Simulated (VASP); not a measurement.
# Si (Imma) in VASP: phonons with PBE

Aim: the phonons of Si with PBE.

All numbers are computed with VASP 6.6.1; they aren't measurements. Logs are shortened: lines on timing, memory, paths and dates and some standing lists are left out, and cuts for length are marked.

## 1. The crystal as given

Symmetry: Imma, No. 74, orthorhombic system. The conventional cell has a = 3.831 Å, b = 3.994 Å, c = 5.352 Å, α = 90.00°, β = 90.00°, γ = 90.00°. Si (site symmetry mm2) has 4 Si at 2.35 to 2.39 Å as nearest neighbours.

## 2. Phonons, PBE

Contents of POSCAR:

```
Si
1.0
    0.0577217258      2.7663982742      2.6762435158
    2.7663982742      0.0577217258      2.6762435158
    2.8241200000      2.8241200000      0.0000000000
Si
2
Direct
    0.0027697000      0.0027697000      0.9972300000
    0.2472300000      0.2472300000      0.2527700000
```

Contents of INCAR.step1:

```
PREC = Accurate ; ENCUT = 600
EDIFF = 1E-8 ; ISMEAR = 0
SIGMA = 0.01 ; LREAL = F
LASPH = T ; NELM = 60
ALGO = Normal ; ISIF = 3
LWAVE = F ; LCHARG = F
GGA = PE ; IBRION = 2
NSW = 40 ; EDIFFG = -0.002
```

Contents of INCAR.step2:

```
PREC = Accurate ; ENCUT = 600
EDIFF = 1E-8 ; ISMEAR = 0
SIGMA = 0.01 ; LREAL = F
LASPH = T ; NELM = 60
ALGO = Normal ; ISIF = 2
LWAVE = F ; LCHARG = F
GGA = PE ; IBRION = 6
NFREE = 2 ; POTIM = 0.015
NSW = 1
```

Contents of KPOINTS:

```
Automatic mesh
0
Gamma
  10 10 10
```

Potentials or basis: VASP PAW PBE potentials, release 64 (Si).

Started as:

```bash
> cat potpaw_PBE.64/Si/POTCAR > POTCAR
> cp INCAR.step1 INCAR
> mpirun -np 1 vasp_std > vasp.out
> cp CONTCAR POSCAR
> cp INCAR.step2 INCAR
> mpirun -np 1 vasp_std > vasp.out
```

OUTCAR:

```text
PREC = Accurate
   ENCUT = 600
   EDIFF = 1E-8
   ISMEAR = 0
   LREAL = F
   LASPH = T
   NELM = 60
   ISIF = 2
   GGA = PE
   IBRION = 6
   NFREE = 2
   POTIM = 0.015
   NSW = 1

 ion  position               nearest neighbor table
   1  0.000  0.000  1.000-   2 2.37   2 2.37   2 2.37   2 2.37
   2  0.250  0.250  0.250-   1 2.37   1 2.37   1 2.37   1 2.37

  LATTYP: Found a body centered orthorhombic cell.
 ALAT       =     3.8670254240
 B/A-ratio  =     1.0001087111
 C/A-ratio  =     1.4140168288

  Lattice vectors:

 A1 = (   2.7345485301,   0.0001486298,  -2.7340195135)
 A2 = (  -2.7345485301,  -0.0001486298,  -2.7340195135)
 A3 = (   0.0001486298,   2.7345485301,   2.7340195135)

Analysis of symmetry for initial positions (statically):
=====================================================================
 Subroutine PRICEL returns:
 Original cell was already a primitive cell.

 Routine SETGRP: Setting up the symmetry group for a
 body centered orthorhombic supercell.

 Subroutine GETGRP returns: Found  8 space group operations
 (whereof  4 operations were pure point group operations)
 out of a pool of  8 trial point group operations.

The static configuration has the point symmetry C_2v.
 The point group associated with its full space group is D_2h.

Analysis of symmetry for dynamics (positions and initial velocities):
=====================================================================
 Subroutine PRICEL returns:
 Original cell was already a primitive cell.

 Routine SETGRP: Setting up the symmetry group for a
 body centered orthorhombic supercell.

 Subroutine GETGRP returns: Found  8 space group operations
 (whereof  4 operations were pure point group operations)
 out of a pool of  8 trial point group operations.

The dynamic configuration has the point symmetry C_2v.
 The point group associated with its full space group is D_2h.

 Subroutine INISYM returns: Found  8 space group operations
 (whereof  4 operations are pure point group operations),
 and found     1 'primitive' translations

----------------------------------------------------------------------------------------

                                     Primitive cell

  volume of cell :      40.8887

  direct lattice vectors                    reciprocal lattice vectors
     0.000148630  2.734548530  2.734019513    -0.182855478  0.182855478  0.182880919
     2.734548530  0.000148630  2.734019513     0.182855478 -0.182855478  0.182880919
     2.734697160  2.734697160  0.000000000     0.182835601  0.182835601 -0.182880919

  length of vectors
     3.866861568  3.866861568  3.867445813     0.316729667  0.316729667  0.316706717

  position of ions in fractional coordinates (direct lattice)
     0.000020382  0.000020382  0.999979318
     0.249979318  0.249979318  0.250020682

  ion indices of the primitive-cell ions
   primitive index   ion index
                 1           1
                 2           2

----------------------------------------------------------------------------------------

 KPOINTS: Automatic mesh

Automatic generation of k-mesh.
 Grid dimensions read from file:
 generate k-points for:   10   10   10

 Generating k-lattice:

  Cartesian coordinates                     Fractional coordinates (reciprocal lattice)
    -0.018285548  0.018285548  0.018288092     0.100000000  0.000000000  0.000000000
     0.018285548 -0.018285548  0.018288092     0.000000000  0.100000000  0.000000000
     0.018283560  0.018283560 -0.018288092    -0.000000000 -0.000000000  0.100000000

  Length of vectors
     0.031672967  0.031672967  0.031670672

  Shift w.r.t. Gamma in fractional coordinates (k-lattice)
     0.000000000  0.000000000  0.000000000

 Subroutine IBZKPT returns following result:
 ===========================================

 Found    171 irreducible k-points:

 Following reciprocal coordinates:
            Coordinates               Weight
  0.000000  0.000000  0.000000      1.000000
  0.100000  0.000000  0.000000      4.000000
  0.200000  0.000000  0.000000      4.000000
  0.300000  0.000000  0.000000      4.000000
  0.400000  0.000000  0.000000      4.000000
  0.500000  0.000000  0.000000      2.000000
[... 16 lines left out ...]
  0.300000  0.300000  0.000000      2.000000
  0.400000  0.300000  0.000000      4.000000
 [... further k-points ...]
   k-points           NKPTS =    171   k-points in BZ     NKDIM =    171   number of bands    NBANDS=      8
   number of dos      NEDOS =    301   number of ions     NIONS =      2
   total plane-waves  NPLWV =  32768
   dimension x,y,z NGX =    32 NGY =   32 NGZ =   32
   dimension x,y,z NGXF=    64 NGYF=   64 NGZF=   64
   ions per type =               2
   NGX,Y,Z   is equivalent  to a cutoff of  13.76, 13.76, 13.76 a.u.
   NGXF,Y,Z  is equivalent  to a cutoff of  27.52, 27.52, 27.51 a.u.
 SYSTEM =  unknown system
   PREC   = accura    normal or accurate (medium, high low for compatibility)
   ISTART =      0    job   : 0-new  1-cont  2-samecut
   ICHARG =      2    charge: 1-file 2-atom 10-const
   ISPIN  =      1    spin polarized calculation?
   LNONCOLLINEAR =      F non collinear calculations
   LSORBIT =      F    spin-orbit coupling
   LASPH  =      T    aspherical Exc in radial PAW
   ENCUT  =  600.0 eV  44.10 Ry    6.64 a.u.   7.72  7.72  7.72*2*pi/ulx,y,z
   NELM   =     60;   NELMIN=  2; NELMDL=  0     # of ELM steps
   EDIFF  = 0.1E-07   stopping-criterion for ELM
   LREAL  =      F    real-space projection
   EDIFFG = 0.1E-06   stopping-criterion for IOM
   NSW    =     61    number of steps for IOM
   IBRION =      6    ionic relax: 0-MD 1-quasi-New 2-CG
   NFREE  =      2    steps in history (QN), initial steepest desc. (CG)
   ISIF   =      2    stress and relaxation
   ISYM   =      2    0-nonsym 1-usesym 2-fastsym
   POTIM  = 0.0150    time-step for ionic-motion
   TEBEG  =    0.0;   TEEND  =   0.0 temperature during run
   PSTRESS=    0.0 pullay stress
   NELECT =       8.0000    total number of electrons
   NUPDOWN=      -1.0000    fix difference up-down
   EMIN   =  10.00;   EMAX   =-10.00  energy-range for DOS
   EFERMI =   0.00;   METHOD = LEGACY
   ISMEAR =     0;   SIGMA  =   0.01  broadening in eV -4-tet -1-fermi 0-gaus
   EFERMI_NEDOS =   21; number of points for ismear=-14 and -15
   IALGO  =     38    algorithm
   IMIX   =      4    mixing-type and parameters
     AMIX     =   0.40;   BMIX     =  1.00
     AMIX_MAG =   1.60;   BMIX_MAG =  1.00
  volume/ion in A,a.u.               =      20.44       137.97
  Fermi-wavevector in a.u.,A,eV,Ry     =   0.950394  1.795985 12.289456  0.903250
  Thomas-Fermi vector in A             =   2.078767
   LORBIT       =      0    0 simple, 1 ext, 2 COOP (PROOUT), +10 PAW based schemes
   GGA     = PE    functional components
   LHFCALC =     F    Hartree Fock is set to
   AEXX    =    0.0000 exact exchange contribution
   IVDW    =     0    specifies the selected vdW correction
   LEPSILON=     F    determine dielectric tensor
   LRPA    =     F    only Hartree local field effects (RPA)
 finite differences with symmetry
 non-spin polarized calculation
 Gauss-broadening in eV      SIGMA  =   0.01
  energy-cutoff  :      600.00
  volume of cell :       40.89
 maximum number of plane-waves:      1387
   NGX = 15   NGY = 15   NGZ = 15

--------------------------------------- Ionic step        1  -------------------------------------------

 number of electron       8.0000000 magnetization

 Free energy of the ion-electron system (eV)
  ---------------------------------------------------
  ext. energy  EPLUGINS =         0.00000000
  ---------------------------------------------------
  free energy    TOTEN  =       -10.84933432 eV

  energy without entropy =      -10.84933432  energy(sigma->0) =      -10.84933432

------------------------ aborting loop because EDIFF is reached ----------------------------------------

  FORCE on cell =-STRESS in cart. coord.  units (eV):
  Direction    XX          YY          ZZ          XY          YZ          ZX
  --------------------------------------------------------------------------------------
  -------------------------------------------------------------------------------------
  Total       -0.0016356     -0.0016356      0.0031189     -0.0007269      0.0000000      0.0000000
  in kB       -0.0640874     -0.0640874      0.1222100     -0.0284827      0.0000000      0.0000000
  external PRESSURE =      -0.0019883 kB  Pullay stress =       0.0000000 kB
[... 131 lines left out ...]
--------------------------------------- Ionic step        5  -------------------------------------------

 number of electron       8.0000000 magnetization

 Free energy of the ion-electron system (eV)
  ---------------------------------------------------
  ext. energy  EPLUGINS =         0.00000000
  ---------------------------------------------------
  free energy    TOTEN  =       -10.84789677 eV

  energy without entropy =      -10.84789677  energy(sigma->0) =      -10.84789677

 E-fermi :   5.7248     XC(G=0):  -9.3271

 val. band max:        5.6862505715   @ k =   0.0000   0.0000   0.0000
 cond. band min:       6.2309739493   @ k =   0.4000   0.4000   0.0000
 fundamental gap:      0.5447233778
 Fermi energy:         5.7248206134

 k-point     1 :       0.0000    0.0000    0.0000
  band No.  band energies     occupation
      1      -6.1987      2.00000
      2       5.5450      2.00000
      3       5.6175      2.00000
      4       5.6863      2.00000
      5       8.1302      0.00000
      6       8.1716      0.00000
      7       8.2160      0.00000
      8       8.7497      0.00000
[... 243 lines left out ...]
 k-point    24 :       0.4000    0.3000    0.0000
  band No.  band energies     occupation
      1      -4.0749      2.00000
      2       0.2220      2.00000
      3       2.7947      2.00000
      4       3.2584      2.00000
      5       6.7116      0.00000
      6       7.8630      0.00000
      7      12.4739      0.00000
      8      12.6060      0.00000

 [... further k-points ...]

------------------------ aborting loop because EDIFF is reached ----------------------------------------

  FORCE on cell =-STRESS in cart. coord.  units (eV):
  Direction    XX          YY          ZZ          XY          YZ          ZX
  --------------------------------------------------------------------------------------
  -------------------------------------------------------------------------------------
  Total        0.0014196      0.0014196      0.0028082     -0.1359188      0.0000000      0.0000000
  in kB        0.0556244      0.0556244      0.1100371     -5.3258282      0.0000000      0.0000000
  external PRESSURE =       0.0737620 kB  Pullay stress =       0.0000000 kB
[... 17 lines left out ...]
  FREE ENERGIE OF THE ION-ELECTRON SYSTEM (eV)
  ---------------------------------------------------
  free  energy   TOTEN  =       -10.8478967723 eV

  energy  without entropy=      -10.8478967723  energy(sigma->0) =      -10.84789677

 INTERNAL STRAIN TENSORS FROM DISPLACED ATOMS
 ============================================

 INTERNAL STRAIN TENSOR FOR ION    1 for displacements in x,y,z  (eV/Angst):
          X           Y           Z          XY          YZ          ZX
  --------------------------------------------------------------------------------
  x    -0.00000    -0.00000     0.00000    -0.00000     9.02199     0.00012
  y    -0.00000    -0.00000     0.00000    -0.00000     0.00012     9.02199
  z     0.00164     0.00164    -0.00557     9.02378     0.00000     0.00000

 INTERNAL STRAIN TENSOR FOR ION    2 for displacements in x,y,z  (eV/Angst):
          X           Y           Z          XY          YZ          ZX
  --------------------------------------------------------------------------------
  x     0.00000     0.00000    -0.00000     0.00000    -9.02199    -0.00012
  y     0.00000     0.00000    -0.00000     0.00000    -0.00012    -9.02199
  z    -0.00164    -0.00164     0.00557    -9.02378    -0.00000    -0.00000

 Eigenvectors and eigenvalues of the dynamical matrix
 ----------------------------------------------------

   1 f  =   15.066065 THz    94.662878 2PiTHz  502.549832 cm-1    62.308210 meV
             X         Y         Z           dx          dy          dz
      2.734696  2.734696  0.000111     0.500000    0.500000    0.000000
      1.367349  1.367349  1.366897    -0.500000   -0.500000   -0.000000
[... 11 lines left out ...]
   4 f  =    0.000000 THz     0.000001 2PiTHz    0.000006 cm-1     0.000001 meV
             X         Y         Z           dx          dy          dz
      2.734696  2.734696  0.000111     0.113248    0.518357    0.467420
      1.367349  1.367349  1.366897     0.113248    0.518357    0.467420

   5 f/i=    0.000000 THz     0.000000 2PiTHz    0.000001 cm-1     0.000000 meV
             X         Y         Z           dx          dy          dz
      2.734696  2.734696  0.000111     0.567928    0.206841   -0.366980
      1.367349  1.367349  1.366897     0.567928    0.206841   -0.366980

   6 f/i=    0.000000 THz     0.000001 2PiTHz    0.000004 cm-1     0.000000 meV
             X         Y         Z           dx          dy          dz
      2.734696  2.734696  0.000111    -0.405750    0.434192   -0.383202
      1.367349  1.367349  1.366897    -0.405750    0.434192   -0.383202

 ELASTIC MODULI CONTR FROM IONIC RELAXATION (kBar)
 Direction    XX          YY          ZZ          XY          YZ          ZX
 --------------------------------------------------------------------------------
 XX          -0.0000     -0.0000      0.0000     -0.0445     -0.0000      0.0000
 YY          -0.0000     -0.0000      0.0000     -0.0445      0.0000     -0.0000
 ZZ           0.0000      0.0000     -0.0001      0.1512      0.0000     -0.0000
 XY          -0.0445     -0.0445      0.1512   -244.7494      0.0000      0.0000
 YZ          -0.0000      0.0000      0.0000      0.0000   -244.6255      0.0679
 ZX           0.0000     -0.0000     -0.0000      0.0000      0.0679   -244.6255
 --------------------------------------------------------------------------------
```

It took 4.4 min on 1 thread of Intel Xeon Platinum 8488C (Sapphire Rapids), shared host; peak memory 0.4 GiB.

Results:

| Quantity | Value |
| --- | --- |
| Relaxed volume | 20.44 Å³/atom |
| Relaxed cell | a = 3.867 Å, b = 3.867 Å, c = 3.867 Å, α = 60.00°, β = 60.00°, γ = 60.00° |
| Space group after relaxing (to 0.05 Å) | Fd-3m (No. 227) |
| Highest phonon frequency at Γ | 503 cm⁻¹ |

Step by step:
```csv
step,energy change (eV),largest force (eV/Å),pressure (GPa),volume (Å³)
1,0.0000,0.0001,-0.15,40.94
2,-0.0179,0.3502,0.17,40.81
3,-0.0180,0.3314,0.15,40.82
4,-0.0246,0.0094,0.01,40.88
5,-0.0246,0.0032,0.01,40.88
6,-0.0246,0.0051,0.00,40.89
7,-0.0246,0.0055,-0.01,40.89
8,-0.0246,0.0041,0.00,40.89
9,-0.0246,0.0020,0.00,40.89
```

Final structure:
```
CELL_PARAMETERS angstrom
0.00015 2.73455 2.73402
2.73455 0.00015 2.73402
2.73470 2.73470 0.00000
ATOMIC_POSITIONS crystal
Si 0.00002 0.00002 0.99998
Si 0.24998 0.24998 0.25002
```

Phonon frequencies in cm⁻¹ (negative: imaginary):
```
              q point        frequencies
(0.000, 0.000, 0.000)  0 0 0 502 502 503
```
